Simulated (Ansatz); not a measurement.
# NbGe2N4 monolayer in a perpendicular field, part 3 of 3

Wanted: the out-of-plane response of the NbGe2N4 monolayer. A positive field points along +c.

Ansatz 0.2.0; plane-wave DFT, PBE-D3(BJ), Ansatz PAW.

So far. Step 3 (Atoms held, field 0): The work function of the upper face is 5.54 eV. Step 4 (Single point, field 0.1 V/Å): The dipole is 0.0375 e·Å.

### Step 5. Single point, field -0.1 V/Å

The input, input.yaml:

```yaml
crystal:
  lattice:
    - [3.0602436704, 0.0, 0.0]
    - [-1.5301218352, 2.6502487604, 0.0]
    - [0.0, 0.0, 25.4076757143]
  atoms:
    - { symbol: "N", position: [0.0, 0.0, 0.3542236646], spin: 0.01 }
    - { symbol: Ge, position: [0.3333333333, 0.6666666667, 0.3783417544] }
    - { symbol: "N", position: [0.3333333333, 0.6666666667, 0.4520921186] }
    - { symbol: Nb, position: [0.0, 0.0, 0.5], spin: 0.32 }
    - { symbol: "N", position: [0.3333333333, 0.6666666667, 0.5479078814] }
    - { symbol: Ge, position: [0.3333333333, 0.6666666667, 0.6216582456] }
    - { symbol: "N", position: [0.0, 0.0, 0.6457763354], spin: 0.01 }
magnetization:
  spin_polarized: true
kpoints:
  mp_grid: { grid: [18, 18, 1] }
  band_path:
    path: [[0, 0, 0], [0.5, 0, 0], [0.33333333, 0.33333333, 0], [0, 0, 0]]
    npoints: 16
hamiltonian:
  xc: pbe
  dispersion: d3bj
scf:
  occupations: { method: fermi_dirac, width: 0.02585 }
  convergence: { dr2_threshold: 1.0e-10 }
efield:
  axis: 3
  dipole_correction: true
  ramp_position: 0.97
  ramp_width: 0.06
  amplitude: -0.1
output:
  write_potential: true
  write_density: true
  volumetric_format: npy
```

Command:

```
ansatz run input.yaml --threads 4 --pin off --max-ram 6144MiB --backend cpu --events-out ev --progress --plain --runs-dir out
```

Numbers of over 12 decimals in the logs are rounded to 6 here.

What it wrote:

```text
[...]
Crystal: 7 atoms, lattice volume = 206.067 Å³
Basis set: ecut = 420 eV, 4021 PW (Γ)
Bands: 38, of which v1, the nominal top of the filled ones, is band 31 counted from 1 (30 counted from 0)
Symmetry: 6 space group operations
k-points: 37 of 324 (time reversal used)
[...]
Starting moments: Σ|m| = 0.34 μB on 3 of 7 sites
[...]
k-point 1 ↑: bands = [... 27 lower, -0.9119, -0.8625, -0.1537, 1.6770, 3.4306, 3.5881, 4.8658, 5.0029, ... 3 higher]
  k-point 2 ↑: bands = [... 27 lower, -1.0548, -1.0084, -0.0779, 1.7576, 3.5219, 3.7769, 4.8431, 5.0905, ... 3 higher]
  k-point 36 ↓: bands = [... 27 lower, -1.9723, -0.6130, 0.0060, 2.0008, 3.9972, 5.6176, 5.6362, 6.3765, ... 3 higher]
[key lines of the parts left out:]
SCF converged after 14 iterations
Magnetization: 0.7741 μB (30.8870 up, 30.1130 down)
Free energy (F): -14681.986970 eV
Fermi energy:    1.489045 eV
Dipole field:    D = -0.032950 V/Å  (p = -0.037523 e·Å, saw-weighted, corrected)
```

Wall time 31 s (4 threads of Intel Xeon Platinum 8488C (Sapphire Rapids), shared host); peak memory 0.97 GiB.

The dipole is -0.0375 e·Å.

### Step 6. Response, atoms held

This step: plane-wave DFT, PBE-D3(BJ), Ansatz PAW; response to a field along the normal, atoms held (Ansatz 0.2.0).

The dipoles give the slope, and the difference of two potentials shows where the field is screened.

Numbers from this step:

```
equivalent conductor thickness p/(ε₀AE) : 8.372 Å
distance between the outer atoms        : 7.408 Å
```

The dipole of the cell by applied field:

```
applied field (V/Å)  dipole of the cell (e·Å)
            -0.1000                   -0.0375
             0.0000                    3.6e-7
             0.1000                    0.0375
```

The total moment stays at 0.774 μB for applied field from -0.1 to 0.1 V/Å.

Local field over the applied field, running mean. From the potentials at -0.1 and 0.1 V/Å; running mean over 2.5 Å. Table of local field over applied field by z:

```
z (Å)  local field over applied field
  4.5                           1.000
  5.0                           0.998
  5.5                           0.995
  6.0                           0.983
  6.5                           0.952
  7.0                           0.873
  7.5                           0.737
  8.0                           0.572
  8.5                           0.399
  9.0                           0.263
  9.5                           0.178
 10.0                           0.139
 10.5                           0.121
 11.0                           0.112
 11.5                          0.0941
 12.0                          0.0706
 12.5                          0.0529
 13.0                          0.0554
 13.5                          0.0746
 14.0                          0.0985
 14.5                           0.113
 15.0                           0.124
 15.5                           0.143
 16.0                           0.191
 16.5                           0.284
 17.0                           0.429
 17.5                           0.604
 18.0                           0.765
 18.5                           0.893
 19.0                           0.960
 19.5                           0.987
 20.0                           0.996
 20.5                           0.999
 21.0                           1.000
```

The induced electron density oscillates, so the rows of the table below give means over windows of 1 Å about each position, cut where the curve ends. Its maxima inside the range that stand out by 2 % of the span (Å: e/Å³ per V/Å): 8.2: 0.00378, 9.2: 0.00178, 10.6: 0.00116, 11.6: 0.00147, 13.1: 8.2e-4, 14.3: 1.7e-4, 15.5: 0.0019, 16.5: -5.7e-4. Its minima: 8.9: 5.7e-4, 9.9: -0.0019, 11.2: -1.7e-4, 12.3: -8.2e-4, 13.8: -0.00147, 14.8: -0.00116, 16.2: -0.00178, 17.2: -0.00378.

Electrons, planar mean, per unit field. Induced electron density against z; means over each step:

z (Å), induced electron density (e/Å³ per V/Å) and a bar from the least value:
```
        5    0.00001 ##############
        6    0.00009 ###############
        7    0.00076 ##################
        8    0.00303 ##############################
        9    0.00132 #####################
       10   -0.00073 ##########
       11    0.00062 #################
       12   -0.00001 ##############
       13    0.00035 ################
       14   -0.00055 ###########
       15   -0.00015 #############
       16   -0.00021 #############
       17   -0.00270 
       18   -0.00158 ######
       19   -0.00022 #############
       20   -0.00002 ##############
       21    0.00000 ##############
```

By hand: between -0.1 and 0.1 V/Å the dipole changes by 0.07505 e·Å, a slope of 0.3752 e·Å²/V. A perfect conductor of thickness t has p = ε₀AEt, so t = 180.95 × 0.3752 / 8.110 = 8.37 Å (e/ε₀ = 180.95 V·Å, A in Å²).

The induced dipole is that of a conductor 8.37 Å thick.

### Step 7. Summary of results

```json
{
 "gap without field": "none",
 "work function, upper face": "5.54 eV",
 "equivalent conductor thickness, atoms held": "8.37 Å"
}
```

What this shows: The induced dipole equals that of a perfect conductor 8.37 Å thick, while the outer atoms lie 7.41 Å apart. There is no gap over 0.03 eV, with or without the field. For an open d or f shell that can be the fault of a semilocal functional without a Hubbard term. The magnetic order is the one reached from the typed start; other orders were not compared. Spin-orbit coupling is left out. The outer anions sit over the metal atoms, one of several polytypes of such layers and not the lowest for every compound.

[Logs are printed without paths, hosts, clocks, repeated set-up lines and the standing remarks that a program may print on its own settings, such as how far it seeks lower states.]

[Hosts, paths, dates, database ids (printed as entryN), source tags and the programs' standing remarks are cut or masked in the printed files.]

[Maps of the electrostatic potential energy from Ansatz leave out the sawtooth potential of an applied field or a dipole correction, so their vacuum need not be flat; planar profiles and work functions include it.]
